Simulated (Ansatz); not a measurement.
Energy ranking of TiO2 structures

Level of theory: DFT r2SCAN, scalar-relativistic, plane waves, PAW in Ansatz 0.2.0. Settings: cutoff 500 eV, Γ-centred meshes no coarser than 0.19 Å⁻¹ for metals and 0.3 Å⁻¹ for insulators (2π included), Gaussian smearing.

All energies are static (0 K, no zero-point motion). Larger cells and other orderings weren't all tried, so the list isn't exhaustive. No run is spin-polarised.

| # | started from | space group | atoms | V (Å³/atom) | ΔE (meV/atom) | gap on mesh (eV) |
| --- | --- | --- | --- | --- | --- | --- |
| 1 | database cell | I4_1/amd (No. 141) | 6 | 11.4 | 0 | 2.57 |
| 2 | database cell | Pbcn (No. 60) | 12 | 10.2 | 8 | 3.05 |
| 3 | database cell | P4_2/mnm (No. 136) | 6 | 10.4 | 14 | 2.22 |

The lowest structure: Space group I4_1/amd (No. 141), tetragonal, a = 3.778 Å, c = 9.584 Å. Ti is coordinated by 6 O at 1.93–1.99 Å; O has 3 Ti at 1.93–1.99 Å. Its energy against the elements is -3.326 eV/atom. Formation energies are uncorrected and refer to the lowest elemental structures computed at the same level (O₂ as a molecule).

Space group I4_1/amd:1 (No. 141). a = 3.778 Å, b = 3.778 Å, c = 9.584 Å, α = 90.00°, β = 90.00°, γ = 90.00°
| atom | site | symmetry | x | y | z |
| --- | --- | --- | --- | --- | --- |
| Ti | 4b | -4m2 | 0.5000 | 0.0000 | 0.2500 |
| O | 8e | 2mm. | 0.5000 | 0.0000 | 0.4572 |

The second: Space group Pbcn (No. 60), orthorhombic, a = 4.545 Å, b = 5.514 Å, c = 4.894 Å. Around Ti lie 4 O at 1.87–1.95 Å and 2 O at 2.10 Å; O has 2 Ti at 1.87–1.95 Å and 1 Ti at 2.10 Å.

**Question.** Which structure would take over first under pressure, if all were incompressible?

**Answer.** Number 2, Pbcn (No. 60), has the least ΔE/ΔV: 8 meV/atom over 11.40 − 10.22 Å³/atom, about 1 GPa. This crude estimate ignores compression.